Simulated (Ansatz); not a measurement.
KF:

```
K F
1.0
     3.25895    0.00000    0.00000
     0.00000    3.25895    0.00000
     0.00000    0.00000    3.25895
K F
1 1
Cartesian
  0.0000 0.0000 0.0000
  1.6295 1.6295 1.6295
```

The cell comes from a database or a generator and needn't be the stable form of this composition.

* Program: Ansatz 0.2.0
* Task: single point
* Functional: PBE
* Potentials or basis: all-electron LAPW, scalar-relativistic
* Cutoff: 186 eV (chosen from the basis error)
* Basis error allowed: 0.001 eV/atom
* k mesh: 8 × 8 × 8
* Occupations: fermi-dirac, width 0.05 eV
* Spin: no spin polarisation

On this cell: pressure 0.0 GPa; largest force zero by symmetry; band gap on the k mesh 6.27 eV, indirect (least direct gap 6.32 eV).

The same run follows on a disturbed copy (atoms moved at random, drawn with an rms of 0.05 Å):

```
CELL_PARAMETERS angstrom
3.25895 0.00000 0.00000
0.00000 3.25895 0.00000
0.00000 0.00000 3.25895
ATOMIC_POSITIONS crystal
K 0.99886 0.00911 0.98961
F 0.50522 0.49190 0.48728
```

What changes?

The energy moves by +0.7 meV/atom; pressure 0.0 GPa; largest force 0.044 eV/Å; band gap on the k mesh 6.27 eV, indirect (least direct gap 6.32 eV).

Forces on the atoms (eV/Å):
```
K    0.015 -0.041 -0.006
F   -0.015  0.041  0.006
```

A k mesh can miss the band edges.
